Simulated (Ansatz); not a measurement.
# ZrC: a jump of H

Computed with Ansatz 0.2.0, DFT PBE, scalar-relativistic, plane waves, PAW. Settings: 420 eV cutoff, 4×4×4 k-mesh, Gaussian smearing of 0.10 eV, no spin polarisation.

Host crystal, relaxed:

```yaml
crystal:
  lattice:
    - [0.00000, 2.35433, 2.35433]
    - [2.35433, 0.00000, 2.35433]
    - [2.35433, 2.35433, 0.00000]
  atoms:
    - { symbol: Zr, position: [0.00000, 0.00000, 0.00000] }
    - { symbol: C, position: [0.50000, 0.50000, 0.50000] }
```

In a supercell of 16 host sites, interstitial H hops to an equivalent place, moving 2.35 Å between the relaxed ends. Climbing-image nudged elastic band at fixed cell with images 0 (start) to 6 (end), the path measured over all atoms, converged to 0.05 eV/Å; the order of the saddle wasn't checked, and the small cell leaves errors of about a tenth of an eV. Zero-point motion and tunnelling, which matter for H, are left out.

Supercell rows in host cell vectors: 0 -2 2; 0 0 2; -2 0 2. H was set at (0.250, 0.250, 0.250) of the host cell.

At the relaxed start H has 4 Zr at 2.06 Å, 4 C at 2.07 Å.

Problem. What barrier does the band give, and what surrounds the atom at the top?

Solution. 0.02 eV at image 5, where H has 1 C at 1.82 Å, 3 Zr at 2.01 Å, 3 C at 2.16 Å, 1 Zr at 2.26 Å. An image lies below the start, so the start isn't the lowest place along this path.

Cost: 1 run of about 75 core-minutes, on Arm Neoverse V1 (shared hosts).